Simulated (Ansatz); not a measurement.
## SnS at a changed volume — S-33 nuclear quadrupole resonance

Cell: an entry of the Crystallography Open Database (COD), relaxed with PBE at fixed cell and then changed (volume scaled by 0.94, ions relaxed).

Space group Pnma (No. 62); a = 11.0889, b = 3.9673, c = 4.1554 Å.

| site | Wyckoff | site symmetry | x | y | z |
| --- | --- | --- | --- | --- | --- |
| Sn | 4c | .m. | 0.1181 | 0.2500 | 0.0959 |
| S | 4c | .m. | 0.8537 | 0.2500 | 0.4744 |

One atom of each set is listed.

The numbers come from a DFT calculation in Ansatz (PBE, plane waves and PAW, scalar-relativistic, 420 eV cutoff, Γ-centred 4×11×10 k-points, Fermi–Dirac smearing 0.02 eV).

S-33: I = 3/2, Q = -69.40 mb (year-2017 value). Static lattice, zero field.

Question: At which frequencies do the S-33 NQR lines lie?

Answer: For I = 3/2 there is one line, ν = (|C_Q|/2)(1 + η²/3)^½.

```tsv
site	atoms	V_zz (10²¹ V/m²)	C_Q (MHz)	η	line frequencies (MHz)
S	4	-2.27	3.80	0.03	1.90
```

Without spin–orbit coupling (the program notes it for Sn) the gradients can shift somewhat, as the gap is small. With a gap of 0.4 eV on this mesh, the gradients can still move by some per cent as the k-mesh gets denser.
